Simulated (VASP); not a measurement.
The system is V.

```
V
1.0
     3.40575    0.00000    0.00000
    -1.70288    2.94947    0.00000
     0.00000    0.00000    5.61949
V
4
Direct
  0.33333 0.66667 0.43750
  0.66667 0.33333 0.93750
  0.66667 0.33333 0.56250
  0.33333 0.66667 0.06250
```

The cell was built by a generator and needn't be a form met in nature.

| Quantity | Value |
| --- | --- |
| Program | VASP 6.6.1 |
| Task | relaxation of cell and atoms |
| Functional | PBE |
| Potentials or basis | VASP PAW PBE potentials, release 64 (V_sv) |
| Cutoff | 600 eV |
| k mesh | 6 × 6 × 4 |
| Occupations | gaussian, width 0.1 eV |
| Spin | no spin polarisation |

At the start: pressure 30.3 GPa; volume 14.11 Å³/atom.

Question: How do energy, volume and symmetry change on relaxing?

Answer: Over 49 steps the energy falls by 2301.7 meV/atom and the volume is 13.95 Å³/atom (-1.2 %); space group P6_3/mmc (No. 194, to 0.05 Å).

The path:
| step | energy change (eV) | largest force (eV/Å) | pressure (GPa) | volume (Å³) |
| --- | --- | --- | --- | --- |
| 1 | 0.0000 | 0.8428 | 30.33 | 56.45 |
| 3 | -1.4729 | 0.4905 | 0.07 | 74.67 |
| 5 | -1.5403 | 0.9271 | -0.76 | 75.05 |
| 7 | 0.7509 | 10.6414 | 31.24 | 72.16 |
| 9 | -1.4409 | 2.2686 | 8.92 | 73.11 |
| 11 | -1.7709 | 0.3862 | 1.72 | 73.86 |
| 13 | -1.7872 | 0.0180 | 2.74 | 73.79 |
| 15 | -1.8772 | 0.0697 | 2.43 | 74.06 |
| 17 | -2.4127 | 0.0724 | 1.24 | 75.20 |
| 19 | -4.3545 | 4.1262 | -0.75 | 78.56 |
| 21 | -3.4003 | 9.5740 | 10.03 | 78.93 |
| 23 | -3.4691 | 9.1078 | 9.26 | 78.88 |
| 25 | -3.5643 | 9.2910 | 8.71 | 79.34 |
| 27 | -3.6716 | 10.3700 | 8.07 | 81.00 |
| 29 | -4.2496 | 8.3281 | 3.22 | 81.32 |
| 31 | -5.5850 | 1.9813 | -13.28 | 82.66 |
| 33 | -5.7004 | 0.5569 | -18.01 | 83.19 |
| 35 | -6.0961 | 0.7590 | -17.45 | 79.99 |
| 37 | -7.6081 | 2.0057 | -10.33 | 66.54 |
| 39 | -8.2182 | 3.6394 | 5.53 | 56.74 |
| 41 | -8.7726 | 0.5562 | 22.71 | 50.22 |
| 43 | -9.0005 | 0.9961 | 13.61 | 52.10 |
| 45 | -9.1935 | 0.3606 | -2.28 | 56.58 |
| 47 | -9.2023 | 0.2574 | -0.67 | 56.03 |
| 49 | -9.2070 | 0.0130 | 0.24 | 55.79 |

Final structure:
```cif
data_structure
_symmetry_space_group_name_H-M 'P 1'
_symmetry_Int_Tables_number 1
_cell_length_a 2.7840
_cell_length_b 2.7840
_cell_length_c 8.3119
_cell_angle_alpha 90.000
_cell_angle_beta 90.000
_cell_angle_gamma 120.000
_cell_volume 55.79
loop_
_atom_site_label
_atom_site_type_symbol
_atom_site_fract_x
_atom_site_fract_y
_atom_site_fract_z
_atom_site_occupancy
V1 V 0.33333 0.66667 0.38143 1
V2 V 0.66667 0.33333 0.88143 1
V3 V 0.66667 0.33333 0.61857 1
V4 V 0.33333 0.66667 0.11857 1
```
